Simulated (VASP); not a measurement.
Here is a VASP 6.6.1 calculation.

Contents of POSCAR:

```
Al2Cu
1.0
    4.1051820000      0.0000000000      0.0000000000
    0.0000000000      4.1051820000      0.0000000000
    0.0000000000      0.0000000000      2.8913130000
Al Cu
2 1
Direct
    0.5000000000      0.0000000000      0.5000000000
    0.0000000000      0.5000000000      0.5000000000
    0.0000000000      0.0000000000      0.0000000000
```

File INCAR.step1:

```
  PREC = Accurate
  ENCUT = 520
  ISMEAR = -1
  SIGMA = 0.03
  LREAL = F
  LASPH = T
  NELM = 100
  NBANDS = 16
  GGA = PE
  ALGO = Normal
  EDIFF = 1E-4
  LWAVE = T
  LCHARG = F
```

INCAR.step2

```
  PREC = Accurate
  ENCUT = 520
  EDIFF = 1E-8
  ISMEAR = -1
  SIGMA = 0.03
  LREAL = F
  LASPH = T
  NELM = 100
  ALGO = Normal
  ISIF = 2
  LWAVE = F
  LCHARG = F
  METAGGA = R2SCAN
  LMIXTAU = T
  LEFG = T
  NBANDS = 16
  ISTART = 1
```

File KPOINTS:

```
regular mesh
0
Gamma
  9 9 13
```

Potentials or basis: VASP PAW PBE potentials, release 64 (Al, Cu).

Launch:

```console
$ cat potpaw_PBE.64/Al/POTCAR potpaw_PBE.64/Cu/POTCAR > POTCAR
$ cp INCAR.step1 INCAR
$ mpirun -np 1 vasp_std > vasp.out
$ cp INCAR.step2 INCAR
$ mpirun -np 1 vasp_std > vasp.out
```

(1) What does it give for the pressure?

(2) What does it give for the band gap on the k mesh?

## Answers

(1) -2.3 GPa.

(2) none (metal or under the smearing width).

Caveat: the PAW data sets were made with another functional, which shifts forces and pressure a little.
